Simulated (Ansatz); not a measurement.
**Equation of state of Se from a dense series**

```yaml
crystal:
  lattice:
    - [5.68100, 3.27993, 1.47633]
    - [-5.68100, 3.27993, 1.47633]
    - [0.00000, -6.55985, 1.47633]
  atoms:
    - { symbol: Se, position: [0.28066, 0.16251, 0.91818] }
    - { symbol: Se, position: [0.91818, 0.28066, 0.16251] }
    - { symbol: Se, position: [0.16251, 0.91818, 0.28066] }
    - { symbol: Se, position: [0.71934, 0.83749, 0.08182] }
    - { symbol: Se, position: [0.08182, 0.71934, 0.83749] }
    - { symbol: Se, position: [0.83749, 0.08182, 0.71934] }
```

Atoms are numbered in the order listed.

The cell is COD entry 9013138, as deposited and not checked against the literature; nothing was relaxed.

All numbers below come from DFT, PBE, all-electron LAPW, scalar-relativistic in Ansatz 0.2.0.

The runs use a Γ-centred 6×6×6 k mesh, Fermi–Dirac smearing of 0.01 eV, basis error target 1 meV/atom, no spin polarisation.

The cell is scaled evenly. Fractional coordinates are held (clamped ions).

```json
{"V (Å³/atom)": "25.858", "P (GPa)": "6.84"}
{"V (Å³/atom)": "26.408", "P (GPa)": "5.30"}
{"V (Å³/atom)": "26.959", "P (GPa)": "3.92"}
{"V (Å³/atom)": "27.234", "P (GPa)": "3.29"}
{"V (Å³/atom)": "27.509", "P (GPa)": "2.68"}
{"V (Å³/atom)": "27.784", "P (GPa)": "2.11"}
{"V (Å³/atom)": "28.059", "P (GPa)": "1.56"}
{"V (Å³/atom)": "29.159", "P (GPa)": "-0.36"}
```

(1) Fit a third-order Birch–Murnaghan curve to the pressures.

(2) Predict the pressure at the withheld volume, 28.609 Å³/atom.

## Answers

(1) P = (3B0/2)(y^(7/2) − y^(5/2))[1 + (3/4)(B0′ − 4)(y − 1)] with y = (V0/V)^(2/3) fits within 0.01 GPa for V0 = 28.936 Å³/atom, B0 = 47.4 GPa and B0′ = 4.41.

(2) There y = 1.0076, so the fit gives 0.55 GPa; the run gave 0.55 GPa.
